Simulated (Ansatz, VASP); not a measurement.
## SiC (Moissanite): VASP beside Ansatz

The input run.py:

```python
from ase import Atoms
from ase.calculators.vasp import Vasp
from ase.dft.bandgap import bandgap

atoms = Atoms(
    ['Si', 'Si', 'C', 'C'],
    cell=[[3.076, 0.0, 0.0], [-1.538, 2.663894142, 0.0], [0.0, 0.0, 5.048]],
    scaled_positions=[[0.6666666667, 0.3333333333, 0.5], [0.3333333333, 0.6666666667, 0.0], [0.6666666667, 0.3333333333, 0.885], [0.3333333333, 0.6666666667, 0.385]],
    pbc=True,
)
calc = Vasp(
    directory='calc',
    xc='pbe',
    pp='PBE',
    setups='minimal',
    prec='Accurate',
    encut=500,
    ediff=1e-06,
    ismear=0,
    sigma=0.02,
    lreal=False,
    lasph=True,
    nelm=80,
    algo='Normal',
    isif=2,
    lwave=False,
    lcharg=False,
    kpts=[10, 10, 5],
    gamma=True,
)
atoms.calc = calc

print('energy (eV):', atoms.get_potential_energy())
print('free energy (eV):', atoms.get_potential_energy(force_consistent=True))
print('forces (eV/A):')
print(atoms.get_forces())
print('stress (eV/A^3, Voigt):', atoms.get_stress())
print('Fermi level (eV):', calc.get_fermi_level())
gap, top, bottom = bandgap(calc)
print('band gap (eV):', gap, 'from (spin, k, band)', top, 'to', bottom)
```

File input.yaml:

```yaml
crystal:
  lattice:
    - [3.076, 0.0, 0.0]
    - [-1.538, 2.663894142, 0.0]
    - [0.0, 0.0, 5.048]
  atoms:
    - { symbol: Si, position: [0.6666666667, 0.3333333333, 0.5] }
    - { symbol: Si, position: [0.3333333333, 0.6666666667, 0.0] }
    - { symbol: C, position: [0.6666666667, 0.3333333333, 0.885] }
    - { symbol: C, position: [0.3333333333, 0.6666666667, 0.385] }
hamiltonian:
  xc: pbe
  pseudopotentials: { kind: paw }
kpoints:
  mp_grid: { grid: [10, 10, 5] }
scf:
  occupations: { method: gaussian, width: 0.02 }
output:
  forces: true
  stress: true
  eigenvalues: true
```

Alike in both runs: task single point; functional PBE; k mesh 10 × 10 × 5; occupations gaussian, width 0.02 eV; no spin polarisation.

|  | VASP | Ansatz |
| --- | --- | --- |
| version | VASP 6.6.1 | Ansatz 0.2.0 |
| potentials or method | VASP PAW PBE potentials, release 64 (Si, C) | Ansatz PAW |
| plane-wave cutoff (eV) | 500 | 420 |
| valence electrons in the cell | 16 | 16 |

|  | VASP | Ansatz | Ansatz less VASP |
| --- | --- | --- | --- |
| gap on the k mesh at the Fermi level (eV) | 2.48 | 2.48 | +0.002 |
| least direct gap on the mesh (eV) | 4.08 | 4.08 | +0.004 |
| pressure (GPa) | 3.7 | 3.7 | +0.04 |
| largest component of the traceless stress (GPa) | 3.23 | 3.24 | +0.018 |
| rms of the force components (eV/Å) | 0.435 | 0.435 | -0.0001 |

Atom by atom the forces differ by 0.000 eV/Å (rms over components).

Caveats: an odd mesh through Γ misses points on the zone boundary, where band edges often lie (VASP); odd divisions of the mesh miss points on the zone boundary, where band edges often lie, so the gap on the mesh can be too wide (Ansatz). Expect the measured gap to be larger: semilocal functionals such as PBE lack the derivative discontinuity.
